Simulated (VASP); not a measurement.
# MgO (Periclase) (Fm-3m) in VASP: further runs, part 3 of 3

VASP 6.6.1.

## (4) Relaxation of cell and atoms, PBE, target pressure 22.6 GPa, at which the enthalpy is minimised

Input file INCAR:

```
PREC = Accurate
ENCUT = 600
EDIFF = 1E-6
ISMEAR = 0
SIGMA = 0.03
LREAL = F
LASPH = T
NELM = 80
ALGO = Normal
ISIF = 3
LWAVE = F
LCHARG = F
GGA = PE
IBRION = 2
NSW = 90
EDIFFG = -0.01
PSTRESS = 226.0
```

Input file KPOINTS:

```
regular mesh
0
Gamma
  12 12 12
```

Input file POSCAR:

```
MgO
1.0
    0.0000000000      2.1085000000      2.1085000000
    2.1085000000      0.0000000000      2.1085000000
    2.1085000000      2.1085000000      0.0000000000
Mg O
1 1
Direct
    0.0000000000      0.0000000000      0.0000000000
    0.5000000000      0.5000000000      0.5000000000
```

Potentials or basis: VASP PAW PBE potentials, release 64 (Mg, O).

Launch:

```console
$ cat potpaw_PBE.64/Mg/POTCAR potpaw_PBE.64/O/POTCAR > POTCAR
$ mpirun -np 1 vasp_std > vasp.out
```

OUTCAR:

```text
PREC = Accurate
   ENCUT = 600
   EDIFF = 1E-6
   ISMEAR = 0
   LREAL = F
   LASPH = T
   NELM = 80
   ISIF = 3
   GGA = PE
   IBRION = 2
   NSW = 90
   EDIFFG = -0.01
   PSTRESS = 226.0

 ion  position               nearest neighbor table
   1  0.000  0.000  0.000-   2 2.11   2 2.11   2 2.11   2 2.11   2 2.11   2 2.11
   2  0.500  0.500  0.500-   1 2.11   1 2.11   1 2.11   1 2.11   1 2.11   1 2.11

  LATTYP: Found a face centered cubic cell.
 ALAT       =     4.2170000000

  Lattice vectors:

 A1 = (   0.0000000000,   2.1085000000,   2.1085000000)
 A2 = (   2.1085000000,   0.0000000000,   2.1085000000)
 A3 = (   2.1085000000,   2.1085000000,   0.0000000000)

Analysis of symmetry for initial positions (statically):
=====================================================================
 Subroutine PRICEL returns:
 Original cell was already a primitive cell.

 Routine SETGRP: Setting up the symmetry group for a
 face centered cubic supercell.

 Subroutine GETGRP returns: Found 48 space group operations
 (whereof 48 operations were pure point group operations)
 out of a pool of 48 trial point group operations.

The static configuration has the point symmetry O_h .

Analysis of symmetry for dynamics (positions and initial velocities):
=====================================================================
 Subroutine PRICEL returns:
 Original cell was already a primitive cell.

 Routine SETGRP: Setting up the symmetry group for a
 face centered cubic supercell.

 Subroutine GETGRP returns: Found 48 space group operations
 (whereof 48 operations were pure point group operations)
 out of a pool of 48 trial point group operations.

The dynamic configuration has the point symmetry O_h .

 Subroutine INISYM returns: Found 48 space group operations
 (whereof 48 operations are pure point group operations),
 and found     1 'primitive' translations

----------------------------------------------------------------------------------------

                                     Primitive cell

  volume of cell :      18.7478

  direct lattice vectors                    reciprocal lattice vectors
     0.000000000  2.108500000  2.108500000    -0.237135404  0.237135404  0.237135404
     2.108500000  0.000000000  2.108500000     0.237135404 -0.237135404  0.237135404
     2.108500000  2.108500000  0.000000000     0.237135404  0.237135404 -0.237135404

  length of vectors
     2.981869296  2.981869296  2.981869296     0.410730569  0.410730569  0.410730569

  position of ions in fractional coordinates (direct lattice)
     0.000000000  0.000000000  0.000000000
     0.500000000  0.500000000  0.500000000

  ion indices of the primitive-cell ions
   primitive index   ion index
                 1           1
                 2           2

----------------------------------------------------------------------------------------

 KPOINTS: regular mesh

Automatic generation of k-mesh.
 Grid dimensions read from file:
 generate k-points for:   12   12   12

 Generating k-lattice:

  Cartesian coordinates                     Fractional coordinates (reciprocal lattice)
    -0.019761284  0.019761284  0.019761284     0.083333333  0.000000000  0.000000000
[... 46 lines left out ...]
   ions per type =               1   1
   NGX,Y,Z   is equivalent  to a cutoff of  13.38, 13.38, 13.38 a.u.
   NGXF,Y,Z  is equivalent  to a cutoff of  26.76, 26.76, 26.76 a.u.
 SYSTEM =  unknown system
   PREC   = accura    normal or accurate (medium, high low for compatibility)
   ISTART =      0    job   : 0-new  1-cont  2-samecut
   ICHARG =      2    charge: 1-file 2-atom 10-const
   ISPIN  =      1    spin polarized calculation?
   LNONCOLLINEAR =      F non collinear calculations
   LSORBIT =      F    spin-orbit coupling
   LASPH  =      T    aspherical Exc in radial PAW
   ENCUT  =  600.0 eV  44.10 Ry    6.64 a.u.   5.96  5.96  5.96*2*pi/ulx,y,z
   NELM   =     80;   NELMIN=  2; NELMDL= -5     # of ELM steps
   EDIFF  = 0.1E-05   stopping-criterion for ELM
   LREAL  =      F    real-space projection
   EDIFFG = -.1E-01   stopping-criterion for IOM
   NSW    =     90    number of steps for IOM
   IBRION =      2    ionic relax: 0-MD 1-quasi-New 2-CG
   NFREE  =      1    steps in history (QN), initial steepest desc. (CG)
   ISIF   =      3    stress and relaxation
   ISYM   =      2    0-nonsym 1-usesym 2-fastsym
   POTIM  = 0.5000    time-step for ionic-motion
   TEBEG  =    0.0;   TEEND  =   0.0 temperature during run
   PSTRESS=  226.0 pullay stress
   NELECT =       8.0000    total number of electrons
   NUPDOWN=      -1.0000    fix difference up-down
   EMIN   =  10.00;   EMAX   =-10.00  energy-range for DOS
   EFERMI =   0.00;   METHOD = LEGACY
   ISMEAR =     0;   SIGMA  =   0.03  broadening in eV -4-tet -1-fermi 0-gaus
   EFERMI_NEDOS =   21; number of points for ismear=-14 and -15
   IALGO  =     38    algorithm
   IMIX   =      4    mixing-type and parameters
     AMIX     =   0.40;   BMIX     =  1.00
     AMIX_MAG =   1.60;   BMIX_MAG =  1.00
  volume/ion in A,a.u.               =       9.37        63.26
  Fermi-wavevector in a.u.,A,eV,Ry     =   1.232503  2.329092 20.668107  1.519063
  Thomas-Fermi vector in A             =   2.367270
   LORBIT       =      0    0 simple, 1 ext, 2 COOP (PROOUT), +10 PAW based schemes
   GGA     = PE    functional components
   LHFCALC =     F    Hartree Fock is set to
   AEXX    =    0.0000 exact exchange contribution
   IVDW    =     0    specifies the selected vdW correction
   LEPSILON=     F    determine dielectric tensor
   LRPA    =     F    only Hartree local field effects (RPA)
 conjugate gradient relaxation of ions
 non-spin polarized calculation
 Gauss-broadening in eV      SIGMA  =   0.03
  energy-cutoff  :      600.00
  volume of cell :       18.75
 maximum number of plane-waves:       642
   NGX = 11   NGY = 11   NGZ = 11

--------------------------------------- Ionic step        1  -------------------------------------------

 number of electron       8.0000005 magnetization

 Free energy of the ion-electron system (eV)
  ---------------------------------------------------
  ext. energy  EPLUGINS =         0.00000000
  ---------------------------------------------------
  free energy    TOTEN  =       -11.91049839 eV

  energy without entropy =      -11.91049839  energy(sigma->0) =      -11.91049839

------------------------ aborting loop because EDIFF is reached ----------------------------------------

  FORCE on cell =-STRESS in cart. coord.  units (eV):
  Direction    XX          YY          ZZ          XY          YZ          ZX
  --------------------------------------------------------------------------------------
  -------------------------------------------------------------------------------------
  Total        0.3614761      0.3614761      0.3614761      0.0000000      0.0000000     -0.0000000
  in kB       30.8915279     30.8915279     30.8915279      0.0000000      0.0000000     -0.0000000
  external PRESSURE =    -195.1084721 kB  Pullay stress =     226.0000000 kB
[... 139 lines left out ...]
--------------------------------------- Ionic step        5  -------------------------------------------

 number of electron       7.9999997 magnetization

 Free energy of the ion-electron system (eV)
  ---------------------------------------------------
  ext. energy  EPLUGINS =         0.00000000
  ---------------------------------------------------
  free energy    TOTEN  =       -11.78146378 eV

  energy without entropy =      -11.78146378  energy(sigma->0) =      -11.78146378

 E-fermi :   4.1511     XC(G=0): -11.5259

 val. band max:        3.9171982034   @ k =   0.0000   0.0000   0.0000
 cond. band min:       9.6027432274   @ k =   0.0000   0.0000   0.0000
 fundamental gap:      5.6855450239
 Fermi energy:         4.1511329866

 k-point     1 :       0.0000    0.0000    0.0000
  band No.  band energies     occupation
      1     -13.8484      2.00000
      2       3.9172      2.00000
      3       3.9172      2.00000
      4       3.9172      2.00000
      5       9.6027      0.00000
      6      20.2431      0.00000
      7      20.2431      0.00000
      8      20.2431      0.00000
[... 243 lines left out ...]
 k-point    24 :      -0.4167    0.1667    0.0000
  band No.  band energies     occupation
      1     -12.2169      2.00000
      2      -0.6867      2.00000
      3       2.1548      2.00000
      4       3.0169      2.00000
      5      13.6320      0.00000
      6      17.2256      0.00000
      7      19.1538      0.00000
      8      21.9531      0.00000

 [... further k-points ...]

------------------------ aborting loop because EDIFF is reached ----------------------------------------

  FORCE on cell =-STRESS in cart. coord.  units (eV):
  Direction    XX          YY          ZZ          XY          YZ          ZX
  --------------------------------------------------------------------------------------
  -------------------------------------------------------------------------------------
  Total        2.3829169      2.3829169      2.3829169     -0.0000000      0.0000000      0.0000000
  in kB      224.2270904    224.2270904    224.2270904     -0.0000000      0.0000000      0.0000000
  external PRESSURE =      -1.7729096 kB  Pullay stress =     226.0000000 kB
[... 21 lines left out ...]
  energy  without entropy=      -11.7814637820  energy(sigma->0) =      -11.78146378

  enthalpy is  TOTEN    =        -9.3797057562 eV   P V=        2.4017580257

 reached required accuracy - stopping structural energy minimisation
```

CONTCAR:

```text
MgO
   1.00000000000000
     0.0000000000000000    2.0418968511407227    2.0418968511407227
     2.0418968511407227    0.0000000000000000    2.0418968511407227
     2.0418968511407227    2.0418968511407227    0.0000000000000000
  Mg              O
     1     1
Direct
     0.0000000000000000    0.0000000000000000    1.0000000000000000
     0.5000000000000000    0.5000000000000000    0.5000000000000000

  0.00000000E+00  0.00000000E+00  0.00000000E+00
  0.00000000E+00  0.00000000E+00  0.00000000E+00
```

Wall time 16 s (1 thread of Intel Xeon Platinum 8559C (Emerald Rapids), shared host); peak memory 0.15 GiB.

Results:

```yaml
Free_energy: -11.7815 eV
Relaxed_volume: 8.51 Å³/atom
Relaxed_cell: a = 2.888 Å, b = 2.888 Å, c = 2.888 Å, α = 60.00°, β = 60.00°, γ = 60.00°
Space_group_after_relaxing_to_0.05_Å: Fm-3m (No. 225)
Energy_change_on_relaxing_the_enthalpy_is_what_falls: +64.5 meV/atom
Ionic_steps: 5
Pressure_after_relaxing: 22.4 GPa
Band_gap_on_the_k_mesh: 5.69 eV, direct
```

The path:
```csv
step,energy change (eV),largest force (eV/Å),pressure (GPa),volume (Å³)
1,0.0000,0.0000,3.09,18.75
2,0.3709,0.0000,42.86,15.82
3,0.1286,0.0000,22.40,17.03
4,0.1333,0.0000,22.85,17.00
5,0.1290,0.0000,22.42,17.03
```

Final structure:
```
CELL_PARAMETERS angstrom
0.00000 2.04190 2.04190
2.04190 0.00000 2.04190
2.04190 2.04190 0.00000
ATOMIC_POSITIONS crystal
Mg 0.00000 0.00000 0.00000
O 0.50000 0.50000 0.50000
```

Caveat: the cell is relaxed towards a set pressure, so the enthalpy falls and the energy may rise. A k mesh can miss the band edges.
